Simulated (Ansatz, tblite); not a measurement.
## A script for MoSe₂ (GFN1-xTB)

These are simulated results from tblite 0.8.0, not measurements. The cell began as a measured structure and was relaxed with r2SCAN+rVV10 in plane waves (Ansatz 0.2.0). All runs are without spin polarisation.

Space group P6_3/mmc (No. 194), hexagonal; a = 3.305 Å, c = 13.093 Å in the conventional setting, 20.65 Å³ an atom. Around Mo lie 6 Se at 2.53 Å; around Se lie 3 Mo at 2.53 Å.

tblite solves periodic systems at the zone centre alone, so the script builds a cluster of 3×3×1 conventional cells (54 atoms), which folds in a coarse mesh of k points.

The script, run.py:

```python
import json
from ase import Atoms
from ase.build import make_supercell
from ase.units import Bohr, GPa, Hartree
from tblite.interface import Calculator

atoms = Atoms(['Mo', 'Mo', 'Se', 'Se', 'Se', 'Se'],
              cell=[[3.30534264, 0.0, 0.0], [-1.65267132, 2.8625107, 0.0], [0.0, 0.0, 13.09336727]],
              scaled_positions=[[0.333333333, 0.666666667, 0.25], [0.666666667, 0.333333333, 0.75], [0.333333333, 0.666666667, 0.623418517], [0.666666667, 0.333333333, 0.123418517], [0.333333333, 0.666666667, 0.876581483], [0.666666667, 0.333333333, 0.376581483]],
              pbc=True)
cluster = make_supercell(atoms, [[3, 0, 0], [0, 3, 0], [0, 0, 1]])
calc = Calculator('GFN1-xTB', cluster.numbers, cluster.positions / Bohr, lattice=cluster.cell[:] / Bohr, periodic=cluster.pbc)
calc.set('temperature', 0.02 / Hartree)
calc.set('max-iter', 150)
res = calc.singlepoint()
levels = res.get('orbital-energies') * Hartree
nv = round(res.get('orbital-occupations').sum() / 2)
cells = len(cluster) // len(atoms)
out = {'energy_per_cell': res.get('energy') * Hartree / cells, 'homo': levels[nv - 1], 'lumo': levels[nv],
       'stress': (-res.get('virial') * Hartree / cluster.get_volume() / GPa).tolist(), 'charges': res.get('charges')[:len(atoms)].tolist(), 'electrons': 2 * nv / cells}
json.dump(out, open('results.json', 'w'))
for key, value in out.items():
    print(key, value)
```

Command: `python run.py`. It took 3.8 s on 1 thread of Arm Neoverse V1, with other jobs on the host, peak memory 0.12 GiB.

The log:

```
------------------------------------------------------------
  cycle        total energy    energy error   density error
------------------------------------------------------------
      1     -159.8907620125  -1.5963817E+02   6.3136231E-01
      2     -157.7246874086   2.1660746E+00   5.8929227E-01
      3     -159.6758851055  -1.9511977E+00   3.6384480E-01
      4     -160.5947167894  -9.1883168E-01   8.4096617E-02
      5     -160.6526849162  -5.7968127E-02   4.1136549E-03
      6     -160.6530182801  -3.3336385E-04   5.5038112E-04
      7     -160.6530198929  -1.6128667E-06   2.9684872E-04
      8     -160.6530206696  -7.7670293E-07   1.9049683E-04
      9     -160.6530229992  -2.3295526E-06   1.4385363E-04
     10     -160.6530231854  -1.8623876E-07   3.6370588E-05
     11     -160.6530232008  -1.5365515E-08   7.9496629E-06
------------------------------------------------------------

 total:                                   3.182 sec
energy_per_cell -485.7323811442309
homo -6.3754660234391185
lumo -5.041844732996279
stress [[5.75966192245381, -0.0004182441749362325, 1.8210811710426996e-06], [-0.00041824417493625766, 5.7591786977777675, -1.051401814638268e-06], [1.8210811710204622e-06, -1.0514018148091272e-06, 4.016971991181975]]
charges [0.1565838709299936, 0.15658387093375659, -0.07829172491873161, -0.0782929264744844, -0.07829292647526968, -0.07829172491794982]
electrons 36.0
```

The cycle table is in hartree for the whole cluster, and the lines after it are in eV (the energy for one cell). The printed stress is in GPa and positive in compression, and the pressure is its mean diagonal.

GFN1-xTB gives a gap of 1.33 eV. On the same cell, plane-wave PBE (Ansatz, 12×12×2 k points and the special points) gives a gap of 0.89 eV and r2SCAN a gap of 1.00 eV; on shared hosts these took about 15 and 37 core-seconds on the 6-atom cell, against 3.8 for the script. Semilocal gaps usually lie below measured ones. xTB was fitted to molecules, so gaps, charges and pressures of solids can be far off, and the gap also depends on the size of the cluster.

The same script was run on cells scaled at fixed shape and fractional coordinates:

| volume (Å³/atom) | energy (meV/atom) | pressure (GPa, positive in compression) | gap (eV) |
| --- | --- | --- | --- |
| 18.17 | 195.8 | 22.28 | 1.63 |
| 19.41 | 65.3 | 12.14 | 1.47 |
| 20.65 | 0.0 | 5.18 | 1.33 |
| 21.89 | -20.1 | 0.29 | 1.21 |
| 23.12 | -7.8 | -3.25 | 1.10 |

A Birch-Murnaghan fit puts the minimum at 21.97 Å³/atom, 6.4 % above the given cell, with a bulk modulus of 71.2 GPa at fixed shape.

xTB was fitted mostly to molecules, and a small cluster samples few k points, so gaps, pressures and kinks along a curve can be far from a solid's.

Spin-orbit coupling is left out.
